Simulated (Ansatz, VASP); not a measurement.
**Tl: VASP beside Ansatz**

INCAR

```
SYSTEM = Tl
PREC = Accurate ; ENCUT = 520
EDIFF = 1E-7 ; ISMEAR = -1
SIGMA = 0.05 ; LREAL = .False.
LASPH = .True. ; NELM = 60
ALGO = Normal ; ISIF = 2
LWAVE = .False. ; LCHARG = .False.
GGA = PE ; NBANDS = 34
```

Contents of KPOINTS:

```
regular mesh
0
Gamma
  9 9 3
  0 0 0
```

The input POSCAR:

```
Tl
1.0
    3.4612177433      0.0000000000      0.0000000000
   -1.7306088717      2.9975024937      0.0000000000
    0.0000000000      0.0000000000     11.1133480653
Tl
4
Direct
    0.6666666667      0.3333333333      0.7500000000
    0.0000000000      0.0000000000      0.5000000000
    0.3333333333      0.6666666667      0.2500000000
    0.0000000000      0.0000000000      0.0000000000
```

File input.yaml:

```yaml
crystal:
  lattice:
    - [3.4612177433, 0.0, 0.0]
    - [-1.7306088717, 2.9975024937, 0.0]
    - [0.0, 0.0, 11.1133480653]
  atoms:
    - { symbol: Tl, position: [0.6666666667, 0.3333333333, 0.75] }
    - { symbol: Tl, position: [0.0, 0.0, 0.5] }
    - { symbol: Tl, position: [0.3333333333, 0.6666666667, 0.25] }
    - { symbol: Tl, position: [0.0, 0.0, 0.0] }
hamiltonian:
  xc: pbe
  pseudopotentials: { kind: paw }
kpoints:
  mp_grid: { grid: [9, 9, 3] }
scf:
  occupations: { method: fermi_dirac, width: 0.05 }
output:
  forces: true
  stress: true
  eigenvalues: true
```

Change from the starting cell: volume scaled by 0.96.

Alike in both runs: task single point; functional PBE; k mesh 9 × 9 × 3; occupations fermi-dirac, width 0.05 eV; no spin polarisation.

|  | VASP | Ansatz |
| --- | --- | --- |
| version | VASP 6.6.1 | Ansatz 0.2.0 |
| potentials or method | VASP PAW PBE potentials, release 64 (Tl_d) | Ansatz PAW |
| plane-wave cutoff (eV) | 520 | 420 |
| valence electrons in the cell | 52 | 52 |

VASP gave:

* gap on the k mesh at the Fermi level (eV): none
* pressure (GPa): 2.6
* largest component of the traceless stress (GPa): 0.09

**Question.** Which values does Ansatz return?

**Answer.** gap on the k mesh at the Fermi level (eV): none; pressure (GPa): 2.7; largest component of the traceless stress (GPa): 0.09.

A gap of «none» marks a metal or a gap that the smearing closes. With one functional, cell and mesh, what is left measures potentials, basis and numerics.

The runs have no spin-orbit coupling, so splittings on Tl are missing.
